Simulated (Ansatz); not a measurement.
ZnS (P6_3mc), a vibration from a frozen displacement

Theory: DFT PBE, scalar-relativistic, plane waves, PAW in Ansatz 0.2.0. Cutoff 420 eV, Γ-centred 12×12×2 k-points, Gaussian smearing of 0.05 eV. No spin polarisation. Energies are free energies at this smearing, counted from the undisturbed cell; pressure is positive in compression.

Reference structure (relaxed at this level):

```
Zn S
1.0
     3.84672    0.00000    0.00000
    -1.92336    3.33136    0.00000
     0.00000    0.00000   12.59023
Zn S
4 4
Direct
  0.00000 0.00000 0.00005
  0.00000 0.00000 0.50005
  0.33333 0.66667 0.25002
  0.66667 0.33333 0.75002
  0.00000 0.00000 0.18729
  0.00000 0.00000 0.68729
  0.33333 0.66667 0.43764
  0.66667 0.33333 0.93764
```

Every Zn atom is moved by x along the Cartesian unit vector (0.000, 0.000, 1.000); the cell and all other atoms stay fixed. The cell's volume is 161.34 Å³; the moved atoms weigh 261.520 u together and the others 128.240 u.

| x (Å) | ΔE (meV/cell) | total force on the moved atoms along the move (eV/Å) | pressure (GPa) |
| --- | --- | --- | --- |
| -0.5000 | 1190.74 | 2.6840 | 3.6545 |
| -0.3750 | 827.86 | 3.0488 | 2.6100 |
| -0.2500 | 450.54 | 2.8846 | 1.4626 |
| -0.1250 | 137.56 | 1.9774 | 0.4783 |
| 0.0000 | 0.00 | 0.0130 | 0.0159 |
| 0.1250 | 198.73 | -3.5076 | 0.5417 |
| 0.2500 | 975.00 | -9.4008 | 2.6606 |
| 0.3750 | 2703.38 | -19.0310 | 7.1700 |
| 0.4375 | 4099.11 | -25.9102 | 10.6433 |
| 0.5000 | 5981.47 | -34.6806 | 15.1476 |

What frequency belongs to this motion?

The force constant is k = −dF/dx = 21.940 eV/Å², from the parabola through x = -0.1250, 0 and 0.1250. In every cell the moved atoms swing against the rest, so the mass is μ = m₁m₂/(m₁ + m₂) = 86.046 u, and ν̃ = 521.5 cm⁻¹ × √(|k|/μ) = 263 cm⁻¹. To first order in x, and within 1 %, the force on every atom lies along the move and, within each of the two groups, in proportion to the atom's mass, so this is itself a mode at the zone centre of this cell, taken without macroscopic field (the transverse frequency in a polar insulator).

How far does the harmonic law reach?

At x = -0.500 Å, kx²/2 = 2742.50 meV against the computed 1190.74 meV (-56.6 %): the well softens in this direction at large amplitude.

The well is strongly lopsided: at the largest displacements the energy is 5981.47 meV/cell on the positive side but only 1190.74 meV/cell on the negative. The tetrahedral site explains this. Positive x drives each Zn straight at the S atom on its axial bond, where Pauli repulsion climbs steeply. Negative x stretches that bond and moves Zn towards the plane of its other three S neighbours, an easier path. The restoring force there peaks near -0.3750 Å and then falls, which suggests an approach to a planar, polarity-reversing configuration, though the scan doesn't reach one and gives no switching barrier.

Pressure rises for either sign of x, so the force constant should fall as the lattice expands, the usual behaviour for a bond-stretching optical mode. The harmonic 263 cm⁻¹ lies slightly below the measured transverse optical frequency of ZnS, probably because PBE makes the bonds a little too long and soft. The longitudinal partner would lie higher, since the macroscopic field adds to the restoring force in this polar crystal.
